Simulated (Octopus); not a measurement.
# WS2 in Octopus: reference runs

Aim: a first look at WS2 with PBEsol, on the cell as given.

All numbers are computed with Octopus 16.4; they aren't measurements. Logs are shortened: lines on timing, memory, paths and dates and some standing lists are left out, and cuts for length are marked.

## Step 1: The slab as given

The cell holds a slab with vacuum, 3 atoms: a = 3.184 Å, b = 3.184 Å, c = 16.951 Å, α = 90.00°, β = 90.00°, γ = 120.00°.

## Step 2: Single point, PBEsol

inp reads:

```
CalculationMode = gs
UnitsOutput = eV_Angstrom
PeriodicDimensions = 3
ExperimentalFeatures = yes
PseudopotentialSet = pseudodojo_pbesol
%LatticeParameters
 1*angstrom | 1*angstrom | 1*angstrom
%
%LatticeVectors
 3.1835163552 | 0 | 0
 -1.5917581776 | 2.7570060369 | 0
 0 | 0 | 16.95057789
%
%ReducedCoordinates
 "W" | 0 | 0 | 0
 "S" | 0.3333333333 | 0.6666666667 | 0.09200051
 "S" | 0.3333333333 | 0.6666666667 | 0.90799949
%
%Spacing
 0.13264651*angstrom | 0.13264651*angstrom | 0.13346912*angstrom
%
DerivativesOrder = 8
%KPointsGrid
 10 | 10 | 2
%
KPointsUseSymmetries = yes
XCFunctional = gga_x_pbe_sol + gga_c_pbe_sol
SmearingFunction = fermi_dirac
Smearing = 0.05*eV
ExtraStates = 9
Eigensolver = chebyshev_filter
ConvRelDens = 3e-7
MaximumIter = 120
%Output
 density | cube
 elf | cube
 potential | cube
%
```

Potentials or basis: pseudodojo_pbesol (PseudoDojo 0.4, PBEsol).

The run is started by

```
OMP_NUM_THREADS=1 octopus > out.log
```

out.log:

```text
Running octopus

[... 13 lines left out ...]

Input: [AllElectronType = no]
Input: [PseudopotentialSet = pseudodojo_pbesol]
Reading Coordinates from ReducedCoordinates block

****************************** Species *******************************
  Species 'W'
    type             : pseudopotential
    file             : 'W.upf'
    file format      : UPF2
    valence charge   : 14.0
    atomic number    :  74
    form on file     : kleinman-bylander
    lmax             : 3
    llocal           : -1
    projectors per l : 2
    total projectors : 8
    application form : kleinman-bylander
    orbitals         : 10
    bound orbitals   : 10

  Species 'S'
    type             : pseudopotential
    file             : 'S.upf'
    file format      : UPF2
    valence charge   : 6.0
    atomic number    :  16
    form on file     : kleinman-bylander
    lmax             : 2
    llocal           : -1
    projectors per l : 2
    total projectors : 6
    application form : kleinman-bylander
    orbitals         :  4
    bound orbitals   :  4

**********************************************************************

***************************** Symmetries *****************************
Space group No.  187
International: P-6m2
Schoenflies: D3h^1
Info: The system has    12 symmorphic symmetries that can be used.
  Index                Rotation matrix                      Fractional translations
    1 :     1   0   0     0   1   0     0   0   1      0.000000    0.000000    0.000000
    2 :    -1  -1   0     1   0   0     0   0  -1      0.000000    0.000000    0.000000
    3 :     0   1   0    -1  -1   0     0   0   1      0.000000    0.000000    0.000000
    4 :     1   0   0     0   1   0     0   0  -1      0.000000    0.000000    0.000000
    5 :    -1  -1   0     1   0   0     0   0   1      0.000000    0.000000    0.000000
    6 :     0   1   0    -1  -1   0     0   0  -1      0.000000    0.000000    0.000000
    7 :     0  -1   0    -1   0   0     0   0  -1      0.000000    0.000000    0.000000
    8 :     1   1   0     0  -1   0     0   0   1      0.000000    0.000000    0.000000
    9 :    -1   0   0     1   1   0     0   0  -1      0.000000    0.000000    0.000000
   10 :     0  -1   0    -1   0   0     0   0   1      0.000000    0.000000    0.000000
   11 :     1   1   0     0  -1   0     0   0  -1      0.000000    0.000000    0.000000
   12 :    -1   0   0     1   1   0     0   0   1      0.000000    0.000000    0.000000
Info: The system also has     0 nonsymmorphic symmetries (not used for electrons).
**********************************************************************

Input: [CurvMethod = curv_affine]
Input: [DerivativesStencil = stencil_stargeneral]

****************************** Lattice *******************************
  Lattice Vectors [A]
    3.183516    0.000000    0.000000
   -1.591758    2.757006    0.000000
    0.000000    0.000000   16.950578
  Cell volume =           148.7748 [A^3]
  Reciprocal-Lattice Vectors [A^-1]
    1.973662    1.139494   -0.000000
    0.000000    2.278989    0.000000
    0.000000   -0.000000    0.370677
  Cell angles [degree]
    alpha =   90.000
    beta  =   90.000
    gamma =  120.000
**********************************************************************

Checking if the generated full k-point grid is symmetric

    28 k-points generated from parameters :
 ---------------------------------------------------
    n =   10   10    2

    s1  =  0.00  0.00  0.00

   index |      weight  |             coordinates              |
       1 |     0.005000 |    0.000000    0.000000    0.000000  |
       2 |     0.030000 |    0.100000    0.000000    0.000000  |
       3 |     0.005000 |    0.000000    0.000000    0.500000  |
       4 |     0.030000 |    0.100000    0.100000    0.000000  |
[... 83 lines left out ...]
    local part     =  1.2 A
    non-local part =  1.3 A
    orbitals       =  4.6 A

Input: [RelativisticCorrection = non_relativistic]
[... 11 lines left out ...]
      Block       2 contains       4 states:       5 -       8
      Block       3 contains       4 states:       9 -      12
      Block       4 contains       4 states:      13 -      16
      Block       5 contains       4 states:      17 -      20
      Block       6 contains       2 states:      21 -      22
Info: Ground-state allocation done.
Info: Could not find 'restart/gs' directory for restart.
[... 18 lines left out ...]
** Warning:
**   Cannot do LCAO for all states because there are not enough atomic orbitals.
**   Required: 22. Available: 18. 4 orbitals will be randomized.

Info: Unnormalized total charge =     26.002101
Info: Renormalized total charge =     26.000000

** Warning:
**   Symmetrization discrepancy ratio (scalar) =  3.52578E-05

Info: Setting up Hamiltonian.
Info: Performing initial LCAO calculation with     18 orbitals.
Info: Getting Hamiltonian matrix elements.

Eigenvalues [eV]
 #st  Spin   Eigenvalue      Occupation
#k =       1, k = (  0.000000,  0.000000,  0.000000)
   1   --   -75.397935       2.000000
   2   --   -39.839906       2.000000
   3   --   -39.626540       2.000000
   4   --   -39.626534       2.000000
   5   --   -17.308433       2.000000
   6   --   -15.467134       2.000000
[... 10 lines left out ...]
  17   --     1.322180       2.000000
  18   --     4.993797       0.000000
#k =       2, k = (  0.100000,  0.000000,  0.000000)
   1   --   -75.382027       2.000000
   2   --   -39.821868       2.000000
   3   --   -39.616009       2.000000
   4   --   -39.541548       2.000000
   5   --   -17.123642       2.000000
   6   --   -15.395009       2.000000
[... 10 lines left out ...]
  17   --     1.796912       1.999974
  18   --     5.581638       0.000000
[... 26 further k-points ...]
Fermi energy =     2.360045 eV
Generating random wavefunctions for states       19 and above
Orthogonalizing wavefunctions.
Info: Ground-state restart information will be written to 'restart/gs'.
Info: SCF using complex wavefunctions.
Info: Starting SCF iteration.

** Warning:
**   Symmetrization discrepancy ratio (scalar) =  5.95193E-02

*********************** SCF CYCLE ITER #    1 ************************
 etot  = -2.69048465E+03 abs_ev   =  5.94E+01 rel_ev   =  1.12E-01
 ediff =        9.89E+01 abs_dens =  1.59E+00 rel_dens =  6.13E-02
Matrix vector products: 700
Converged eigenvectors: 0

#  State  KPoint  Eigenvalue [eV]  Occupation    Error
      1       1      -75.400282    2.000000   ( 5.0E-06)
      1       3      -75.400282    2.000000   ( 8.2E-06)
      1       5      -75.398571    2.000000   ( 1.2E-05)
      1       2      -75.398571    2.000000   ( 1.3E-05)
      1       6      -75.395475    2.000000   ( 4.4E-06)
      1       4      -75.395475    2.000000   ( 1.3E-05)
      1       9      -75.394090    2.000000   ( 1.1E-05)
      1       7      -75.394090    2.000000   ( 1.2E-05)
[... 23 lines left out ...]
     21      24       10.923587    0.000000   ( 1.2E-01)
     22      23       11.035028    0.000000   ( 1.7E-01)
     22      14       11.106777    0.000000   ( 1.8E-01)
     22      16       11.263912    0.000000   ( 1.9E-01)
     22      19       11.370949    0.000000   ( 1.9E-01)
     22      22       11.410375    0.000000   ( 1.7E-01)
     22      18       11.499122    0.000000   ( 1.9E-01)
     22      24       11.944815    0.000000   ( 1.6E-01)

Density of states:

----------------------------%-----------------------------------------
----------------------------%-----------------------------------------
----------------------------%-----------------------------------------
----------------------------%-------------------------------%---------
----------------------------%-------------------------------%---------
----------------------------%-------------------------%%%---%---------
----------------------------%------------------------%%%%%--%%--------
%---------------------------%------------------%%----%%%%%--%%--%%%%%-
%---------------------------%------------------%%----%%%%%--%%%-%%%%%-
%---------------------------%-----------------%%%----%%%%%%-%%%%%%%%%%
                                                           ^

Fermi energy =    -1.007296 eV

**********************************************************************

*********************** SCF CYCLE ITER #    2 ************************
 etot  = -2.68888609E+03 abs_ev   =  7.12E+00 rel_ev   =  1.36E-02
 ediff =        5.87E-02 abs_dens =  3.76E-01 rel_dens =  1.44E-02
Matrix vector products: 700
Converged eigenvectors: 0
[... 211 lines left out ...]
*********************** SCF CYCLE ITER #   20 ************************
 etot  = -2.66572807E+03 abs_ev   =  8.36E-05 rel_ev   =  1.63E-07
 ediff =        9.67E-06 abs_dens =  1.41E-06 rel_dens =  5.43E-08
Matrix vector products: 700
Converged eigenvectors: 0

#  State  KPoint  Eigenvalue [eV]  Occupation    Error
      1       1      -75.485719    2.000000   ( 3.4E-08)
      1       3      -75.485719    2.000000   ( 5.6E-08)
      1       2      -75.484126    2.000000   ( 5.6E-08)
      1       5      -75.484126    2.000000   ( 5.5E-08)
      1       6      -75.481243    2.000000   ( 6.2E-08)
      1       4      -75.481243    2.000000   ( 6.4E-08)
      1       9      -75.479953    2.000000   ( 6.1E-08)
      1       7      -75.479953    2.000000   ( 6.3E-08)
[... 23 lines left out ...]
     22      25        8.278004    0.000000   ( 9.8E-03)
     22      20        8.279424    0.000000   ( 9.1E-03)
     22      11        8.386341    0.000000   ( 2.0E-02)
     22      23        8.410027    0.000000   ( 9.4E-03)
     21      22        8.414747    0.000000   ( 3.2E-03)
     21      24        8.460985    0.000000   ( 7.8E-03)
     22      24        9.170095    0.000000   ( 1.1E-02)
     22      22        9.412644    0.000000   ( 1.4E-02)

Density of states:

-----------------------------%----------------------------------------
-----------------------------%----------------------------------------
-----------------------------%----------------------------------------
-----------------------------%----------------------------------------
-----------------------------%---------------------------%-----%------
-----------------------------%--------------------%------%%%--%%--%%--
-----------------------------%--------------------%-----%%%%--%%--%%--
%----------------------------%--------------------%-----%%%%--%%%%%%%-
%----------------------------%-------------------%%----%%%%%%-%%%%%%%-
%----------------------------%-------------------%%----%%%%%%-%%%%%%%-
                                                             ^

Fermi energy =    -0.543712 eV

**********************************************************************

Info: SCF converged in   20 iterations

** Warning:
**   Some of the states are not fully converged!

Info: Number of matrix-vector products:      14000
Info: Writing output to static/

Info: Finished writing information to 'restart/gs'.

Octopus emitted 25 warnings.
```

Run time: 23 min. Hardware: 1 thread of Intel Xeon Platinum 8488C (Sapphire Rapids), shared host; peak memory 2.1 GiB.

Results:

| Item | Value |
| --- | --- |
| Free energy | -2665.7281 eV |
| Largest force | 0.127 eV/Å |
| Band gap on the k mesh | 1.98 eV, indirect (least direct gap 2.15 eV) |

Forces in eV/Å, atoms in the order of the input:
```
W    0.000  0.000  0.000
S    0.000  0.000 -0.127
S    0.000  0.000  0.127
```

Caveat: there is no dipole correction across the vacuum; spin-orbit coupling is left out, which moves the levels of the heavy elements.
